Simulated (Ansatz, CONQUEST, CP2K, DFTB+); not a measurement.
# Running H-capped C nanocrystal (octahedron) (26 atoms) with DFTB+, part 2 of 2

Wanted: DFTB+ inputs and outputs for H-capped C nanocrystal (octahedron) (26 atoms), checked against a plane-wave reference.

Program: DFTB+ 25.1; the method stands at each step. Banners, paths, timers and routine set-up lines are dropped from the logs unmarked, and long logs keep their key lines alone; longer cuts are marked.

So far. Step 3 (IPEA1-xTB): Against the first run (8.5 %), the force difference from the reference is 28 %, at 2.4 times the CPU time. Step 4 (DFTB 3ob-3-1): Against the first run (8.5 %), the force difference from the reference is 12 %, at 0.5 times the CPU time.

**5. DFTB mio-1-1**

Method: SCC-DFTB tight binding, mio-1-1 parameters, diagonalisation.

The parameter files are exchanged too: slako/ now holds the set mio-1-1.

dftb_in.hsd reads:

```
Geometry = GenFormat {
  <<< geo.gen
}
Driver = {}
Hamiltonian = DFTB {
  Scc = Yes
  SlaterKosterFiles = Type2FileNames {
    Prefix = "slako/"
    Separator = "-"
    Suffix = ".skf"
  }
  MaxAngularMomentum {
    C = "p"
    H = "s"
  }
  SccTolerance = 1e-06
  MaxSccIterations = 300
  Mixer = Broyden { MixingParameter = 0.2 }
  Filling = Fermi { Temperature [K] = 580 }
  KPointsAndWeights = { 0.0 0.0 0.0 1.0 }
}
Analysis {
  PrintForces = Yes
  MullikenAnalysis = Yes
}
ParserOptions { ParserVersion = 14 }
```

geo.gen reads:

```
26 F
C H
[... 30 atom lines left out: the same atoms as in the first run ...]
```

On the command line:

```console
$ OMP_NUM_THREADS=1 dftb+ > output.txt
```

What it wrote:

```text
Reading input file 'dftb_in.hsd'
Parser version: 14
--------------------------------------------------------------------------------
Reading SK-files:
./slako/C-C.skf
./slako/C-H.skf
./slako/H-H.skf
Done.
Processed input in HSD format written to 'dftb_pin.hsd'
Starting initialization...
--------------------------------------------------------------------------------
WARNING!
[... lines left out ...]
Force type                   original
--------------------------------------------------------------------------------
***  Geometry step: 0
 iSCC Total electronic   Diff electronic      SCC error
    1   -0.23602023E+02    0.00000000E+00    0.21876322E+00
    2   -0.23605997E+02   -0.23602023E+02    0.16237740E+00
    3   -0.23608938E+02   -0.39735051E-02    0.51375065E-01
[...]
9   -0.23608998E+02   -0.56562754E-10    0.32385806E-05
>> Charges saved for restart in charges.bin
   10   -0.23608998E+02   -0.40248693E-10    0.19015581E-06
Total Energy:                      -23.1791545525 H         -630.7369 eV
Extrapolated to 0K:                -23.1791545525 H         -630.7369 eV
Total Mermin free energy:          -23.1791545525 H         -630.7369 eV
Force related energy:              -23.1791545525 H         -630.7369 eV
Volume:                              0.178341E+05 au^3   0.264274E+04 A^3
Pressure:                           -0.539794E-07 au    -0.158813E+07 Pa
```

detailed.out:

```text
Fermi distribution function
Calculation with static geometry
********************************************************************************
 iSCC Total electronic   Diff electronic      SCC error
   10   -0.23608998E+02   -0.40248693E-10    0.19015581E-06
********************************************************************************
 Total charge:    -0.00000000
 Atomic gross charges (e)
[... lines left out ...]
Fermi level:                        -0.0490027033 H           -1.3334 eV
[... lines left out ...]
Band free energy (E-TS):           -22.4279032451 H         -610.2943 eV
[... lines left out ...]
Total energy:                      -23.1791545525 H         -630.7369 eV
[... lines left out ...]
Total Mermin free energy:          -23.1791545525 H         -630.7369 eV
[... lines left out ...]
SCC converged
Total Forces
[... lines left out ...]
    2      0.033063516294      0.045171699350     -0.005056471778
[...]
25      0.031289945857      0.021796701739      0.016537393584
   26     -0.012010558576      0.016837649874      0.014982565962
Total stress tensor
      0.000000951589     -0.000001642662     -0.000001941646
     -0.000001642664      0.000001107115      0.000011091592
     -0.000001941646      0.000011091591     -0.000002220643
Total lattice derivs
     -0.000649555601      0.001121282946      0.001325369453
      0.001121283954     -0.000755718089     -0.007571131741
      0.001325369221     -0.007571130645      0.001515812944
Maximal derivative component:        0.138106E+00 au
Volume:                              0.178341E+05 au^3
Pressure:                           -0.539794E-07 au    -0.158813E+07 Pa
Warning: dipole moment is not defined absolutely!
Dipole moment:   -0.00381834    0.02569269    0.24874455 au
Dipole moment:   -0.00970525    0.06530430    0.63224563 Debye
```

Elapsed: 0.05 s, on 1 thread of Intel Xeon 6975P-C (Granite Rapids), shared host; peak memory 0.16 GiB.

Numbers from this run, and their distance from the reference:

```yaml
r_m_s_force_component: 2.32 eV/Å
r_m_s_difference_of_force_components: 354.6 meV/Å
longest_difference_of_force_vectors: 1179 meV/Å
force_difference_over_r_m_s_force: 16.57 %
slope_of_forces_against_the_reference_s: 1.074
correlation_of_force_components: 0.9906
spacing_of_highest_filled_and_lowest_empty_level: 9.626 eV
gap_difference: 4.881 eV
```

Against the first run (8.5 %), the force difference from the reference is 17 %, at 0.42 times the CPU time.

The difference per atom is largest on C (0.92 eV/Å on average, against 0.24 on H).

**6. Side by side**

Differences are against the plane-wave reference, forces as r.m.s. over components; share is that over the reference's r.m.s. force, slope the least-squares factor from reference forces to these. Total energies of different programs have different zeros and aren't compared.

```tsv
run	Δ force, r.m.s. (meV/Å)	share (%)	slope	Δ gap (eV)	cores	CPU time	memory (GiB)
reference	-	-	-	-	4	10 s	1.3
DFTB+ GFN1-xTB	182	8.50	0.972	3.48	1	0.12 s	0.16
DFTB+ IPEA1-xTB	601	28.1	1.256	0.478	1	0.29 s	0.16
DFTB+ DFTB 3ob-3-1	267	12.5	0.951	4.98	1	0.06 s	0.16
DFTB+ DFTB mio-1-1	355	16.6	1.074	4.88	1	0.05 s	0.16
```

CPU time is summed over cores on a shared host, where runs went side by side, so it is rough. Symmetry, cutoffs, thresholds, outputs and thread counts weren't matched or tuned between programs; memory under MPI is the largest rank's times the ranks.

Mean charges by element (e), by run and scheme:

```tsv
run	scheme	C	H
reference	Löwdin	-0.22	+0.18
DFTB+ GFN1-xTB	Mulliken	-0.04	+0.03
DFTB+ IPEA1-xTB	Mulliken	-0.03	+0.02
DFTB+ DFTB 3ob-3-1	Mulliken	-0.10	+0.06
DFTB+ DFTB mio-1-1	Mulliken	-0.09	+0.05
```

The reference's Löwdin charges lack the electrons that the projection spills, 0.027 e an atom on average.

A second geometry, displaced anew (every atom was moved at random, 0.06 Å r.m.s. a Cartesian component (hydrogen 0.6 of that)), gives an energy difference that all programs can be tested on. The reference puts it at 48.74 meV/atom.

```tsv
run	energy less the first geometry's (meV/atom)	error (meV/atom)	force share at the second geometry (%)
DFTB+ GFN1-xTB	52.85	4.10	6.96
DFTB+ IPEA1-xTB	65.23	16.5	29.9
DFTB+ DFTB 3ob-3-1	57.24	8.50	16.1
DFTB+ DFTB mio-1-1	57.89	9.15	15.9
```

**7. Results**

```json
{"nearest in forces": "DFTB+ GFN1-xTB, 8.5 %", "its CPU time": "0.12 s"}
```

Tight binding differs by 8.5 % (DFTB+ GFN1-xTB) to 28 % (DFTB+ IPEA1-xTB); it is another model, with fitted parameters of its own, and the xTB methods hold dispersion. IPEA1-xTB was fitted to ionisation energies and electron affinities, not to forces or charges. Of the electronic-structure runs that take under half the reference's CPU time, DFTB+ GFN1-xTB comes nearest, at 8.5 % in 0.12 s against 10 s. Charges hang on model, scheme and program or settings: among these rows the mean for C runs from -0.22 to -0.03 e. The energy difference between the two geometries, 48.7 meV/atom in the reference, is met best by DFTB+ GFN1-xTB (+4.1) and worst by DFTB+ IPEA1-xTB (+16.5). Periodic xTB results under one method name differ between programs and library versions (DFTB+ here holds tblite 0.3). The name gives the shape as built, which the classical minimisation can have changed.

[Also dropped from logs without a mark: logging warnings of Python, and SIESTA's first energy breakdown and zero terms.]

[Logs are printed without paths, hosts, clocks, repeated set-up lines and the standing remarks that a program may print on its own settings, such as how far it seeks lower states.]

[Hosts, paths, dates, database ids (printed as entryN), source tags and the programs' standing remarks are cut or masked in the printed files.]
